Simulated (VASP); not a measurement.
The system is WS2.

```
W S
1.0
     1.57900    0.91164    6.16333
    -1.57900    0.91164    6.16333
     0.00000   -1.82327    6.16333
W S
1 2
Direct
  0.00000 0.00000 0.00000
  0.24970 0.24970 0.24970
  0.41900 0.41900 0.41900
```

Measurements of this composition are mostly on another form, of space group No. 194.

| Item | Value |
| --- | --- |
| Program | VASP 6.6.1 |
| Task | relaxation of cell and atoms |
| Functional | PBEsol |
| Dispersion | D3(BJ) |
| Potentials or basis | VASP PAW PBE potentials, release 64 (W_sv, S) |
| Cutoff | 520 eV |
| k mesh | 9 × 9 × 9 |
| Occupations | gaussian, width 0.02 eV |
| Spin | no spin polarisation |

At the start: pressure -4.1 GPa; volume 17.74 Å³/atom.

**Question.** How do energy, volume and symmetry change on relaxing?

**Answer.** Over 18 steps the energy falls by 18.6 meV/atom and the volume is 16.43 Å³/atom (-7.4 %); space group R3m (No. 160, to 0.05 Å).

Step by step:
| step | energy change (eV) | largest force (eV/Å) | pressure (GPa) | volume (Å³) |
| --- | --- | --- | --- | --- |
| 1 | 0.0000 | 0.6022 | -4.09 | 53.23 |
| 2 | 0.0441 | 1.7145 | 8.44 | 49.82 |
| 3 | -0.0223 | 0.4495 | 0.11 | 51.94 |
| 4 | -0.0297 | 0.2910 | -0.73 | 51.60 |
| 5 | -0.0297 | 0.2725 | -0.70 | 51.62 |
| 6 | -0.0368 | 0.0797 | -0.09 | 50.98 |
| 7 | -0.0390 | 0.2643 | 0.55 | 50.39 |
| 8 | -0.0440 | 0.2326 | 0.46 | 50.15 |
| 9 | -0.0538 | 0.1379 | 0.32 | 49.42 |
| 10 | -0.0408 | 0.1544 | 0.67 | 47.95 |
| 11 | -0.0551 | 0.1049 | 0.51 | 49.12 |
| 12 | -0.0552 | 0.0940 | 0.51 | 49.04 |
| 13 | -0.0556 | 0.0652 | -0.26 | 49.31 |
| 14 | -0.0556 | 0.0435 | -0.09 | 49.25 |
| 15 | -0.0557 | 0.0202 | 0.05 | 49.27 |
| 16 | -0.0557 | 0.0209 | 0.05 | 49.27 |
| 17 | -0.0557 | 0.0038 | -0.01 | 49.29 |
| 18 | -0.0557 | 0.0016 | 0.00 | 49.29 |

Final structure:
```yaml
crystal:
  lattice:
    - [1.56055, 0.90098, 5.84233]
    - [-1.56055, 0.90098, 5.84233]
    - [0.00000, -1.80197, 5.84233]
  atoms:
    - { symbol: W, position: [0.00064, 0.00064, 0.00064] }
    - { symbol: S, position: [0.24449, 0.24449, 0.24449] }
    - { symbol: S, position: [0.42357, 0.42357, 0.42357] }
```

Caveat: the PAW data sets were made with another functional, which shifts forces and pressure a little.
